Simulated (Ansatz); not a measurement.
## Which way does CdS + SnSe ⇌ CdSe + SnS run?

Plane-wave DFT in Ansatz with scalar-relativistic PAW potentials, cutoff 420 eV, Γ-centred meshes chosen by cell and gap, Gaussian smearing with energies taken to zero width. Every cell was relaxed (cell and atoms) in a run of its own, within the symmetry of its start. Functional: PBE+D3(BJ).

Total energies hold large constants for each element; a whole number of eV per atom of each element is taken off below, which cancels in a balanced reaction.

| compound | lowest structure computed | structures tried | V (Å³/atom) | gap on mesh (eV) | E (eV per formula unit, common shift removed) |
| --- | --- | --- | --- | --- | --- |
| CdS | F-43m | 2 | 25.06 | 1.12 | -2.4222 |
| SnSe | Pnma | 4 | 26.25 | 0.57 | -1.8793 |
| CdSe | F-43m | 2 | 28.53 | 0.58 | -2.4094 |
| SnS | Pnma | 6 | 23.75 | 0.84 | -1.8570 |

Q: Work out the reaction energy at 0 K.

A: ΔE = E(CdSe) + E(SnS) − E(CdS) − E(SnSe) = 0.035 eV, or 3.4 kJ per mole of reaction (8.8 meV/atom). The left side is lower: Cd takes S and Sn takes Se. The margin is under 15 meV/atom, within the error of the functional, so another functional could turn the sign. All four are computed as solids; where they are solids at ordinary conditions entropy changes little. A lower structure that wasn't tried would shift the value, and mixed crystals may lie lower than either side. This functional puts CdS lowest in F-43m, which isn't its usual phase at room temperature. This functional puts CdSe lowest in F-43m, which isn't its usual phase at room temperature.